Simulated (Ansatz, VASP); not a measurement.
Be: VASP beside Ansatz

Contents of INCAR:

```
  PREC = Accurate
  ENCUT = 600
  EDIFF = 1E-6
  ISMEAR = 0
  SIGMA = 0.02
  LREAL = False
  LASPH = True
  NELM = 60
  ALGO = Normal
  ISIF = 3
  LWAVE = False
  LCHARG = False
  GGA = PE
  IBRION = 2
  NSW = 100
  EDIFFG = -0.01
```

The input KPOINTS:

```
Automatic mesh
0
Gamma
  20 20 20
```

File POSCAR:

```
Be
1.0
    0.0000000000      1.5768096051      1.5768096051
    1.5768096051      0.0000000000      1.5768096051
    1.5768096051      1.5768096051      0.0000000000
Be
1
Direct
    0.0000000000      0.0000000000      0.0000000000
```

Input for Ansatz:

```yaml
crystal:
  lattice:
    - [0.0, 1.5768096051, 1.5768096051]
    - [1.5768096051, 0.0, 1.5768096051]
    - [1.5768096051, 1.5768096051, 0.0]
  atoms:
    - { symbol: Be, position: [0.0, 0.0, 0.0] }
basis:
  ecutwfc: 420
kpoints:
  mp_grid: { grid: [20, 20, 20] }
hamiltonian:
  xc: pbe
scf:
  occupations: { method: gaussian, width: 0.02 }
output:
  forces: true
  stress: true
  eigenvalues: true
relax:
  adjacent_minimum: "off"
  f_tol: 0.01
  max_steps: 80
  cell: { stress_tol: 0.05 }
```

Alike in both runs: task relaxation of cell and atoms; functional PBE; k mesh 20 × 20 × 20; occupations gaussian, width 0.02 eV; no spin polarisation.

```csv
,VASP,Ansatz
version,VASP 6.6.1,Ansatz 0.2.0
potentials or method,"VASP PAW PBE potentials, release 64 (Be)","scalar-relativistic, plane waves, PAW"
plane-wave cutoff (eV),600,420
valence electrons in the cell,2,2
```

```csv
,VASP,Ansatz,Ansatz less VASP
"gap on the k mesh at the Fermi level, each at its own relaxed structure (eV)",none,none,-
relaxed volume (Å³/atom),7.86,7.86,-0.005
relaxed cell length with the largest relative difference (Å),2.232,2.232,-0.0005
```

A gap of «none» marks a metal or a gap that the smearing closes.
